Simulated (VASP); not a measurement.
Wanted: the native input for a VASP 6.6.1 run.

* Task: single point
* Functional: PBE
* Potentials or basis: VASP PAW PBE potentials, release 64 (Sn_d, Te)
* Cutoff: 520 eV
* k mesh: 10 × 10 × 10
* Occupations: gaussian, width 0.03 eV
* Spin: no spin polarisation
* Dipole correction: no
* Further INCAR settings: ALGO = Fast; EDIFF = 1e-06; NBANDS = 17

The structure of SnTe lies in POSCAR:

```
SnTe
1.0
    0.0000000000      2.9703802252      3.5644562702
    2.9703802252      0.0000000000      3.5644562702
    2.9703802252      2.9703802252      0.0000000000
Sn Te
1 1
Direct
    0.0000000000      0.0000000000      0.0000000000
    0.5000000000      0.5000000000      0.5000000000
```

Measurements of this composition are mostly on another form, of space group No. 225.

The input as run:

INCAR

```
SYSTEM = SnTe
PREC = Accurate
ENCUT = 520
EDIFF = 1E-6
ISMEAR = 0
SIGMA = 0.03
LREAL = .FALSE.
LASPH = .TRUE.
NELM = 100
ALGO = Fast
ISIF = 2
LWAVE = .FALSE.
LCHARG = .FALSE.
GGA = PE
NBANDS = 17
```

KPOINTS

```
Automatic mesh
0
G
  10 10 10
  0 0 0
```

Potentials or basis: VASP PAW PBE potentials, release 64 (Sn_d, Te).

Launch:

```console
$ cat potpaw_PBE.64/Sn_d/POTCAR potpaw_PBE.64/Te/POTCAR > POTCAR
$ mpirun -np 1 vasp_std > vasp.out
```

It gave:

| Item | Value |
| --- | --- |
| Pressure | 5.5 GPa |
| Band gap on the k mesh | none (metal or under the smearing width) |

It took 90 s on 1 thread of Intel(R) Xeon(R) Platinum 8259CL CPU @ 2.50GHz (Skylake/Cascade Lake), with other jobs on the host, peak memory 0.27 GiB.
